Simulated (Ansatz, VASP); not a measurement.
# One calculation of RbBr, two programs

File INCAR:

```
SYSTEM = RbBr
ALGO     = Normal         ! electronic algorithm
EDIFF    = 1E-6           ! SCF threshold, eV
ENCUT    = 520            ! plane-wave cutoff, eV
GGA      = PE             ! functional
ISIF     = 2              ! what is computed and relaxed
ISMEAR   = 0              ! smearing method
LASPH    = .TRUE.         ! aspherical terms in the spheres
LCHARG   = .FALSE.        ! write CHGCAR
LREAL    = .FALSE.        ! projectors in reciprocal space
LWAVE    = .FALSE.        ! write WAVECAR
NBANDS   = 15             ! bands
NELM     = 60             ! most SCF steps
PREC     = Accurate       ! precision mode
SIGMA    = 0.05           ! smearing width, eV
```

Contents of KPOINTS:

```
k-points
0
G
  6 6 6
  0 0 0
```

File POSCAR:

```
RbBr
1.0
    4.1260773000      0.0000000000      0.0000000000
    0.0000000000      4.1260773000      0.0000000000
    0.0000000000      0.0000000000      4.1260773000
Rb Br
1 1
Direct
    0.0000000000     -0.0727082840      0.0000000000
    0.5000000000      0.5000000000      0.5000000000
```

Input for Ansatz:

```yaml
crystal:
  lattice:
    - [4.1260773, 0.0, 0.0]
    - [0.0, 4.1260773, 0.0]
    - [0.0, 0.0, 4.1260773]
  atoms:
    - { symbol: Rb, position: [0.0, -0.072708284, 0.0] }
    - { symbol: Br, position: [0.5, 0.5, 0.5] }
basis:
  ecutwfc: 420
kpoints:
  mp_grid: { grid: [6, 6, 6] }
hamiltonian:
  xc: pbe
scf:
  occupations: { method: gaussian, width: 0.05 }
output:
  forces: true
  stress: true
  eigenvalues: true
```

Change from the starting cell: all Rb atoms moved -0.300 Å, as atom 1 along Cartesian [0 1 0].

Alike in both runs: task single point; functional PBE; k mesh 6 × 6 × 6; occupations gaussian, width 0.05 eV; no spin polarisation.

```csv
,VASP,Ansatz
version,VASP 6.6.1,Ansatz 0.2.0
potentials or method,"VASP PAW PBE potentials, release 64 (Rb_sv, Br)","scalar-relativistic, plane waves, PAW"
plane-wave cutoff (eV),520,420
valence electrons in the cell,16,16
```

|  | VASP | Ansatz | Ansatz less VASP |
| --- | --- | --- | --- |
| gap on the k mesh at the Fermi level (eV) | 4.10 | 4.11 | +0.002 |
| least direct gap on the mesh (eV) | 4.26 | 4.26 | +0.001 |
| pressure (GPa) | 1.3 | 1.2 | -0.04 |
| largest component of the traceless stress (GPa) | 0.15 | 0.15 | -0.003 |
| rms of the force components (eV/Å) | 0.146 | 0.144 | -0.0018 |

Atom by atom the forces differ by 0.002 eV/Å (rms over components). The functional is the same, so the differences come from potentials, cutoffs and numerics.

A k mesh can miss the band edges.
